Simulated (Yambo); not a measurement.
# SnTe (Fm-3m) in Yambo: notebook

The runs below take SnTe through optical spectrum by the Bethe-Salpeter equation, G0W0 quasiparticle levels, optical spectrum, with PBE.

All numbers are computed with Yambo 5.3.0; they aren't measurements. Logs are shortened: lines on timing, memory, paths and dates and some standing lists are left out, and cuts for length are marked.

## 1. Starting point

It takes space group Fm-3m (No. 225, cubic). Conventional cell: a = 6.302 Å, b = 6.302 Å, c = 6.302 Å, α = 90.00°, β = 90.00°, γ = 90.00°. Te (site symmetry m-3m) is surrounded by 6 Sn at 3.15 Å. Sn (site symmetry m-3m) has 6 Te at 3.15 Å as nearest neighbours.

## 2. Optical spectrum by the Bethe-Salpeter equation, PBE (cell squeezed)

bse2.in

```
optics
bse
bss
rim_cut
em1s
RandQpts= 1000000
RandGvec= 50 RL
Chimod= "HARTREE"
% BndsRnXs
 1 | 40 |
%
NGsBlkXs= 5 Ry
% LongDrXs
 1 | 0 | 0 |
%
BSKmod= "SEX"
BSEmod= "retarded"
BSSmod= "d"
% BSEQptR
 1 | 1 |
%
% BSEBands
 14 | 17 |
%
BSENGexx= 20 Ry
BSENGBlk= 5 Ry
% BEnRange
 0 | 20 | eV
%
% BDmRange
 0.1 | 0.1 | eV
%
BEnSteps= 200
% BLongDir
 1 | 0 | 0 |
%
BSEprop= "abs"
WRbsWF
% KfnQP_E
 -0.0 | 1.0 | 1.0 |
%
```

scf.in

```
&CONTROL
  calculation = 'scf'
  prefix = 'pwscf'
  outdir = './tmp'
  pseudo_dir = './pseudo'
/
&SYSTEM
  ibrav = 0
  nat = 2
  ntyp = 2
  ecutwfc = 80
  nbnd = 22
  occupations = 'smearing'
  smearing = 'fd'
  degauss = 0.00367493
  force_symmorphic = .true.
/
&ELECTRONS
  conv_thr = 4d-10
  electron_maxstep = 120
  mixing_beta = 0.5
/
ATOMIC_SPECIES
Te   127.6000 Te.upf
Sn   118.7100 Sn.upf
CELL_PARAMETERS angstrom
   0.0000000000    3.0644815031    3.0644815031
   3.0644815031    0.0000000000    3.0644815031
   3.0644815031    3.0644815031    0.0000000000
ATOMIC_POSITIONS crystal
Te     0.5000000000    0.5000000000    0.5000000000
Sn     0.0000000000    0.0000000000    0.0000000000
K_POINTS automatic
8 8 8 0 0 0
```

nscf.in

```
&CONTROL
  calculation = 'nscf'
  prefix = 'pwscf'
  outdir = './tmp'
  pseudo_dir = './pseudo'
/
&SYSTEM
  ibrav = 0
  nat = 2
  ntyp = 2
  ecutwfc = 80
  nbnd = 115
  occupations = 'fixed'
  force_symmorphic = .true.
/
&ELECTRONS
  conv_thr = 1d-08
  diago_full_acc = .true.
  diago_thr_init = 1d-06
/
ATOMIC_SPECIES
Te   127.6000 Te.upf
Sn   118.7100 Sn.upf
CELL_PARAMETERS angstrom
   0.0000000000    3.0644815031    3.0644815031
   3.0644815031    0.0000000000    3.0644815031
   3.0644815031    3.0644815031    0.0000000000
ATOMIC_POSITIONS crystal
Te     0.5000000000    0.5000000000    0.5000000000
Sn     0.0000000000    0.0000000000    0.0000000000
K_POINTS automatic
4 4 4 0 0 0
```

Potentials or basis: PseudoDojo 0.4.1 SR PBE standard.

The run is started by

```bash
> OMP_NUM_THREADS=1 pw.x -in scf.in > scf.out
> OMP_NUM_THREADS=1 pw.x -in nscf.in > nscf.out
> cd tmp/pwscf.save; p2y; mv SAVE ../..; cd ../..
> OMP_NUM_THREADS=1 yambo
> mkdir -p bse2; ln -s $PWD/g0w00/ndb.RIM bse2/
> OMP_NUM_THREADS=1 yambo -F bse2.in -J bse2 -C bse2_out
> OMP_NUM_THREADS=1 ypp -J bse2 -C bse2_out -e s -b 1
```

Yambo's report:

```text
[... sections 02.01 to 02.04 as in the set-up run ...]

  [02.05] Energies & Occupations
  ==============================

  [X] === General ===
  [X] Electronic Temperature                        :  0.000000  0.000000 [eV K]
  [X] Bosonic    Temperature                        :  0.000000  0.000000 [eV K]
  [X] Finite Temperature mode                       : no
  [X] El. density                                   :  0.52122E+24 [cm-3]
  [X] Fermi Level                                   :  11.27020 [eV]

  [X] === Gaps and Widths ===
  [X] Conduction Band Min                           :  0.270285 [eV]
  [X] Valence Band Max                              :  0.000000 [eV]
  [X] Filled Bands                                  :  15
  [X] Empty Bands                                   :   16  115
  [X] Direct Gap                                    :  0.270285 [eV]
  [X] Direct Gap localized at k                     :  3
  [X] Indirect Gap                                  :  0.270285 [eV]
  [X] Indirect Gap between kpts                     :  3  3
  [X] Last valence band width                       :  4.121459 [eV]
  [X] 1st conduction band width                     :  3.337140 [eV]

 [03] Transferred momenta grid and indexing
 ==========================================

 [BZ sampling] Q-grid is User defined and/or read from the database

 IBZ Q-points                                      :   8
 BZ  Q-points                                      :   64

 K/Q-points units:
 rlu = crystal or reduced units; cc = cartesian coordinates; iku = interal k-units

 Q [1]          [rlu]:  0.000000  0.000000  0.000000
 Q [2]          [rlu]:  0.43722E-17  0.43722E-17  0.25000
 Q [3]          [rlu]: -0.87443E-17 -0.87443E-17 -0.50000
 Q [4]          [rlu]:  0.77758E-17  0.25000      0.25000
 Q [5]          [rlu]:  0.89813E-16  0.25000      0.50000
 Q [6]          [rlu]: -0.87443E-17  0.25000     -0.25000
 Q [7]          [rlu]: -0.15552E-16 -0.50000     -0.50000
 Q [8]          [rlu]:  0.250000 -0.500000 -0.250000

  [03.01] X + BSE indexes
  =======================

   [03.01.01] Sigma indexes
   ========================

   [WR./SAVE//ndb.kindx]-----------------------------------------------------------
    Fragmentation                                    : no
    Polarization last K ( bz)                        :   64
    Polarization last K (ibz)                        :   8
    QP states                                        :   1   8
    X grid is uniform                                : yes
    Grids (string)                                   :  X B S
    Grids (int-vector)                               :  1  1  0  1

 [04] Coloumb potential Random Integration (RIM)
 ===============================================

 Summary of Coulomb integrals for non-metallic bands |Q|[au] RIM/Bare

 Q [1] 0.100000E-4 0.997530 * Q [2] 0.234906 1.068455
 Q [4] 0.271246 1.067204 * Q [6] 0.383600 1.029949
 Q [5] 0.449811 1.022734 * Q [3] 0.469813 1.020719
 Q [7] 0.542493 1.017560 * Q [8] 0.606525 1.014341

 [WARNING] [BS] User bands 14-17 break level degeneracy

 [05] Dipoles
 ============

  [05.01] Setup: observables and procedures
  =========================================

  [WF-Oscillators/G space/Transverse up loader] Normalization (few states)  min/max  :  0.10408E-16   1.0000

  [WR./bse2//ndb.dipoles]---------------------------------------------------------
   Brillouin Zone Q/K grids (IBZ/BZ)                :    8   64    8   64
   RL vectors                                       :   5769 [WF]
   Fragmentation                                    : yes
   Electronic Temperature                           :  0.000000 [K]
   Bosonic    Temperature                           :  0.000000 [K]
   DIP band range                                   :    1   40
   DIP band range limits                            :  15  16
   DIP e/h energy range                             : -1.000000 -1.000000 [eV]
   RL vectors in the sum                            :   5769
   [r,Vnl] included                                 : yes
   Bands ordered                                    : yes
   Direct v evaluation                              : no
   Approach used                                    : G-space v
   Dipoles computed                                 : R V P [G-space]
   Wavefunctions                                    : Perdew, Burke & Ernzerhof(X)+Perdew, Burke & Ernzerhof(C)

  [WARNING] [r,Vnl^pseudo] included in position and velocity dipoles.

  [WARNING] In case H contains other non local terms, these are neglected

 [06] Static Dielectric Matrix
 =============================

 [WR./bse2//ndb.em1s]------------------------------------------------------------
  Brillouin Zone Q/K grids (IBZ/BZ)                :    8   64    8   64
  RL vectors                                       :   5769 [WF]
  Coulomb cutoff potential                         : none
  Fragmentation                                    : yes
  Electronic Temperature                           :  0.000000 [K]
  Bosonic    Temperature                           :  0.000000 [K]
  Static diel. fun.  energies                      : Perdew, Burke & Ernzerhof(X)+Perdew, Burke & Ernzerhof(C)
  wavefunctions                                    : Perdew, Burke & Ernzerhof(X)+Perdew, Burke & Ernzerhof(C)
  Global Gauge                                     : length
  X matrix size                                    :   89
  X band range                                     :    1   40
  X e/h energy range                               : -1.000000 -1.000000 [eV]
  X Time ordering                                  : T
  X Hxc Kernel                                     : HARTREE
  X Drude frequency                                :  0.000000  0.000000
  X poles                                          :  100.0000 [o/o]
  RL vectors in the sum                            :   5769
  [r,Vnl] included                                 : yes
  Field direction                                  :  0.100000E-4   0.00000      0.00000
  BZ energy Double Grid                            : no
  BZ energy DbGd points                            : 0
  BZ Q point size factor                           : -1.000000
  X Optical Averaged directions                    : none
 [X-CG] R(p) Tot o/o(of R):   1773  24000    100
 [WR./bse2//ndb.em1s_fragment_1]-------------------------------------------------
  Current Q-pt index                               :  1
  X energy range                                   :  0.000000  0.000000 eV
  X damping range                                  :  0.001000  0.001000 eV
  Number of frequencies                            :  1
 [X-CG] R(p) Tot o/o(of R):   3772  24000    100
 [WR./bse2//ndb.em1s_fragment_2]-------------------------------------------------
  Current Q-pt index                               :  2
  X energy range                                   :  0.000000  0.000000 eV
  X damping range                                  :  0.001000  0.001000 eV
  Number of frequencies                            :  1
 [X-CG] R(p) Tot o/o(of R):   2649  24000    100
 [X-CG] R(p) Tot o/o(of R):   3546  24000    100
 [X-CG] R(p) Tot o/o(of R):   4517  24000    100
 [X-CG] R(p) Tot o/o(of R):   3637  24000    100
 [X-CG] R(p) Tot o/o(of R):   2625  24000    100
 [X-CG] R(p) Tot o/o(of R):   3384  24000    100

 [07] Bethe Salpeter Equation driver
 ===================================

  [07.01] Bethe Salpeter Equation @q1
  ===================================

   [07.01.01] Transition pre-analysis @q1
   ======================================

   [07.01.02] Transition Groups build-up @q1
   =========================================

   [BSK] Transition groups (total):   8
   [BSK] Size (resonant):  256
   [BSK]         (total):  256
   [BSK] N. of matrices :  1

   [07.01.03] Loading Dipoles @q1
   ==============================

   [07.01.04] Independent Particles properties @q1
   ===============================================

   [07.01.05] BSE Kernel @q1 (Resonant CORRRELATION EXCHANGE)
   ==========================================================

   [BSE] Exchange components :   609
   [BSE] Correlation components :    89   387

    [07.01.05.01] Screened interaction header I/O
    =============================================

    [07.01.05.02] Main kernel loop
    ==============================

    [WR./bse2//ndb.BS_Q1_CPU_0]-----------------------------------------------------
     Brillouin Zone Q/K grids (IBZ/BZ)                :    8   64    8   64
     RL vectors                                       :   5769 [WF]
     Coulomb cutoff potential                         : none
     Parallel CPUs
     Parallel Roles
     Fragmentation                                    : no
     BS kernel          wavefunctions                 : Perdew, Burke & Ernzerhof(X)+Perdew, Burke & Ernzerhof(C)
     Static diel. fun.  energies                      : Perdew, Burke & Ernzerhof(X)+Perdew, Burke & Ernzerhof(C)
     wavefunctions                                    : Perdew, Burke & Ernzerhof(X)+Perdew, Burke & Ernzerhof(C)
     [K] Identifier                                   :   5973
     [K] Dimension                                    :  256
     [K] Bands                                        :  14  17
     [K] Exchange                                     : yes [res]
     [K] Correlation                                  : yes [res]
     [K] Kernel`s coupling                            : no
     [K] Exchange                                     : no [cpl]
     [K] Correlation                                  : no [cpl]
     [K] W interaction is bare                        : no
     [K] ALDA kernel in R-space                       : no
     [K] RL vectors                                   :   609 [exchange]
     [K] RL vectors                                   :   89 [correlation]
     [K] E/h energy range                             : -1.000000 -1.000000 [eV]
     [K] Coupling range                               :  100.0000  100.0000 [o/o]
     [W] Interaction is diagonal                      : no
     [W] Matrix size                                  :   89
     [W] Bands                                        :    1   40
     [W] e/h energy range                             : -1.000000 -1.000000 [eV]
     [W] Poles                                        :  100.0000 [o/o]
     [W] RL vectors in the sum                        :   5769
     [W] [r,Vnl] included                             : yes
     [W] Field direction                              :  0.100000E-4   0.00000      0.00000
     [W] Coulomb Cutoff                               : none
     [W] Hxc Kernel                                   : HARTREE
     [RIM] RL components                              :   51 [col]
     [RIM] Random points                              :  1000000 [col]
     [SOC] Perturbative SOC                           : no
     [K] Kernel long-range exchange                   : BAR

    [07.01.05.03] Wave-Function Phases
    ==================================

    [BSE] WF phases found       :  47.78646 [o/o]

   [07.01.06] BSE solver(s) @q1
   ============================

   [07.01.07] Diago Solver @q1
   ===========================

   [WR./bse2//ndb.BS_diago_Q1]-----------------------------------------------------
    BS kernel          energies                      : Perdew, Burke & Ernzerhof(X)+Perdew, Burke & Ernzerhof(C)
    [K] Identifier                                   :   5973
    [K] Dimension                                    :  256
    [K] Bands                                        :  14  17
    [K] Exchange                                     : yes [res]
    [K] Correlation                                  : yes [res]
    [K] Kernel`s coupling                            : no
    [K] Exchange                                     : no [cpl]
    [K] Correlation                                  : no [cpl]
    [K] W interaction is bare                        : no
    [K] ALDA kernel in R-space                       : no
    [K] RL vectors                                   :   609 [exchange]
    [K] RL vectors                                   :   89 [correlation]
    [K] E/h energy range                             : -1.000000 -1.000000 [eV]
    [K] Coupling range                               :  100.0000  100.0000 [o/o]
    [W] Interaction is diagonal                      : no
    [W] Matrix size                                  :   89
    [W] Bands                                        :    1   40
    [W] e/h energy range                             : -1.000000 -1.000000 [eV]
    [W] Poles                                        :  100.0000 [o/o]
    [W] RL vectors in the sum                        :   5769
    [W] [r,Vnl] included                             : yes
    [W] Field direction                              :  0.100000E-4   0.00000      0.00000
    [W] Coulomb Cutoff                               : none
    [W] Hxc Kernel                                   : HARTREE
    [RIM] RL components                              :   51 [col]
    [RIM] Random points                              :  1000000 [col]
    [SOC] Perturbative SOC                           : no
    [K] Kernel long-range exchange                   : BAR
    [BSS] Eigenstates included                       : yes
    [BSS] Field direction                            :  0.100000E-4   0.00000      0.00000
    [BSS] Eigenstates computed                       :  256
    [BSS] Number of BSE matrices                     :  1
```

Wall time 2.1 min (1 thread of Arm Neoverse V1, shared host); peak memory 0.32 GiB.

What came out:

* Band gap on the k mesh, mean-field level: 0.27 eV, direct
* Exciton binding energy: 0.03 eV
* Lowest exciton energy: 0.24 eV
* Lowest bright exciton energy: 1.62 eV

Dielectric function (along the field direction of the input):
```
energy (eV)  real part  imaginary part
       0.30      21.68            0.41
       0.90      28.14            2.24
       1.61      36.33          106.85
       2.31     -20.01           17.10
       3.02      -2.19            4.61
       3.62      -6.40            9.30
       4.32      -3.10            0.99
       5.03      -0.76            0.59
       5.73       0.81            1.57
       6.33      -5.96            2.52
       7.04      -2.06            0.21
       7.74      -1.11            0.09
       8.44      -0.61            0.06
       9.05      -0.32            0.04
       9.75      -0.01            0.08
      10.45      -0.02            0.04
      11.16       0.15            0.02
      11.76       0.25            0.01
      12.46       0.35            0.01
      13.17       0.42            0.01
      13.87       0.48            0.01
      14.47       0.53            0.01
      15.18       0.58            0.01
      15.88       0.61            0.01
      16.58       0.65            0.00
      17.19       0.67            0.00
      17.89       0.70            0.00
      18.59       0.72            0.00
      19.30       0.74            0.00
      20.00       0.76            0.00
```

Lowest exciton energies (eV): 0.24, 0.24, 0.24, 0.24, 0.24, 0.25, 0.25, 0.25

Excitons:
```tsv
energy (eV)	strength (relative to the strongest)
0.236	3.4e-09
0.236	1.1e-10
0.236	9.8e-10
0.244	1.7e-09
0.244	7.1e-09
0.255	1.1e-10
0.255	1.1e-10
0.255	8.8e-12
1.623	1.1e-08
1.623	0.15
1.623	1
1.629	1.3e-07
```

Caveat: the k mesh is coarse (spacing up to 0.44 Å⁻¹), so the values aren't converged; the scissor is the correction of the direct gap in an earlier G0W0 run on the same states; exciton energies and binding change strongly with the k mesh and aren't converged on this one; spectra need much finer meshes, so this one isn't converged; spin-orbit coupling is left out, which moves the levels of the heavy elements. A k mesh can miss the band edges.

(Part 1 of 3 ends here.)
